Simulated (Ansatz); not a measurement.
Hg: one input, then a changed one

The cell comes from COD entry 1538509, which wasn't checked; take it as a given geometry.

First run: DFT, PBE, all-electron PAW with datasets made for the crystal, scalar-relativistic (Ansatz 0.2.0).

Command: `ansatz run input.yaml --threads 1 --pin off --max-ram 4096MiB --backend cpu --events-out ev --progress --plain --runs-dir out` The run took 25 s on 1 thread of Arm Neoverse V2, with other jobs on the host, peak memory 0.54 GiB.

```yaml
crystal:
  lattice:
    - [4.5400020208, 0.0, 0.0]
    - [-2.2700010104, 3.9317570832, 0.0]
    - [0.0, 0.0, 3.87]
  atoms:
    - { symbol: Hg, position: [0.3333333333, 0.6666666667, 0.5] }
    - { symbol: Hg, position: [0.0, 0.0, 0.0] }
    - { symbol: Hg, position: [0.6666666667, 0.3333333333, 0.5] }
kpoints:
  mp_grid: { grid: [8, 8, 9] }
  band_path:
    path:
      - [0.0, 0.0, 0.0]
      - [0.5, 0.0, 0.0]
      - [0.3333333333, 0.3333333333, 0.0]
      - [0.0, 0.0, 0.0]
      - [0.0, 0.0, 0.5]
      - [0.5, 0.0, 0.5]
      - [0.3333333333, 0.3333333333, 0.5]
      - [0.0, 0.0, 0.5]
      - [0.5, 0.0, 0.5]
    npoints: 8
scf:
  occupations: { method: fermi_dirac, width: 0.05 }
hamiltonian:
  xc: pbe
  pseudopotentials: { kind: all_electron, datasets: crystal }
output:
  forces: true
  stress: true
  eigenvalues: true
  efg: { contact_densities: true }
```

Result: converged; pressure 13.09 GPa; no gap on the k mesh; 9 SCF iterations.

No spin–orbit coupling, which matters for the heavy atoms here.

The input is then changed:

```diff
@@ -9,5 +9,5 @@
     - { symbol: Hg, position: [0.6666666667, 0.3333333333, 0.5] }
 kpoints:
-  mp_grid: { grid: [8, 8, 9] }
+  mp_grid: { grid: [3, 3, 3] }
   band_path:
     path:
```

Task: Predict the outcome of the changed run.

Result: It converged; energy at zero smearing +18.5 meV/atom from the first run; pressure 11.18 GPa; no gap on the k mesh; 8 SCF iterations. Some of these settings are too coarse for converged properties.
